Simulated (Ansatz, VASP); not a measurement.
## Two plane-wave programs on Ir

INCAR

```
SYSTEM = Ir
ALGO = Normal ; EDIFF = 1E-7
ENCUT = 520 ; GGA = PE
ISIF = 2 ; ISMEAR = -1
LASPH = .TRUE. ; LCHARG = .FALSE.
LREAL = .FALSE. ; LWAVE = .FALSE.
NBANDS = 10 ; NELM = 80
PREC = Accurate ; SIGMA = 0.05
```

The input KPOINTS:

```
k-points
0
G
  12 12 12
  0 0 0
```

File POSCAR:

```
Ir
1.0
    0.0000000000      1.8897103398      1.8897103398
    1.8897103398      0.0000000000      1.8897103398
    1.8897103398      1.8897103398      0.0000000000
Ir
1
Direct
    0.0000000000      0.0000000000      0.0000000000
```

Contents of input.yaml:

```yaml
crystal:
  lattice:
    - [0.0, 1.8897103398, 1.8897103398]
    - [1.8897103398, 0.0, 1.8897103398]
    - [1.8897103398, 1.8897103398, 0.0]
  atoms:
    - { symbol: Ir, position: [0.0, 0.0, 0.0] }
hamiltonian:
  xc: pbe
  pseudopotentials: { kind: paw }
kpoints:
  mp_grid: { grid: [12, 12, 12] }
scf:
  occupations: { method: fermi_dirac, width: 0.05 }
output:
  forces: true
  stress: true
  eigenvalues: true
```

Change from the starting cell: volume scaled by 0.96.

Alike in both runs: task single point; functional PBE; k mesh 12 × 12 × 12; occupations fermi-dirac, width 0.05 eV; no spin polarisation.

|  | VASP | Ansatz |
| --- | --- | --- |
| version | VASP 6.6.1 | Ansatz 0.2.0 |
| potentials or method | VASP PAW PBE potentials, release 64 (Ir) | Ansatz PAW |
| plane-wave cutoff (eV) | 520 | 420 |
| valence electrons in the cell | 9 | 17 |

VASP gave:

* gap on the k mesh at the Fermi level (eV): none
* pressure (GPa): 30.3

Task: What did Ansatz give for the same quantities?

Result: gap on the k mesh at the Fermi level (eV): none; pressure (GPa): 29.4.

A gap of «none» marks a metal or a gap that the smearing closes. The two sets of potentials don't hold the same shells in valence.

Spin-orbit coupling is left out, which matters for the levels of Ir.
